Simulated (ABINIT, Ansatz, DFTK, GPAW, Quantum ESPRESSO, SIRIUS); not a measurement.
# Sr: 7 runs at one level of theory

```
Sr
1.0
     0.00000    3.04235    3.04235
     3.04235    0.00000    3.04235
     3.04235    3.04235    0.00000
Sr
1
Direct
  0.00000 0.00000 0.00000
```

Alike in all runs: task single point; functional PBE; k mesh 8 × 8 × 8; occupations fermi-dirac, width 0.05 eV; no spin polarisation; no spin-orbit coupling. Pressure is positive in compression and, in plane waves, holds the error of the finite cutoff, which Ansatz's Pulay term estimates and takes out.

| program and potentials | plane-wave cutoff (eV) | notes | band gap (eV) | pressure (GPa) |
| --- | --- | --- | --- | --- |
| Ansatz, Ansatz PAW (earlier soft set) | 420 | - | no gap | -0.33 |
| SIRIUS, PseudoDojo 0.4.1 PBE standard (scalar relativistic) | 937 | - | no gap | -0.33 |
| GPAW, GPAW PAW data sets (gpaw-data 1.2.1) | 600 | - | no gap | -0.28 |
| ABINIT, JTH PAW PBE v2.0 | 408 | - | no gap | -0.42 |
| Ansatz, all-electron LAPW, scalar-relativistic | - | - | no gap | -0.32 |
| Quantum ESPRESSO, SSSP 1.3 efficiency PBE | 748 | - | no gap | -0.32 |
| DFTK, PseudoDojo SR PBE 0.4.1 standard (PBE) | 1088 | - | no gap | -0.33 |

None finds a gap. The pressure spans -0.42 (ABINIT, JTH PAW PBE v2.0) to -0.28 GPa (GPAW, GPAW PAW data sets (gpaw-data 1.2.1)), with all-electron results at -0.32.

The functional is the same throughout but for its coding, so the spread measures potentials, basis and numerics; runs on potential files found faulty are left out.
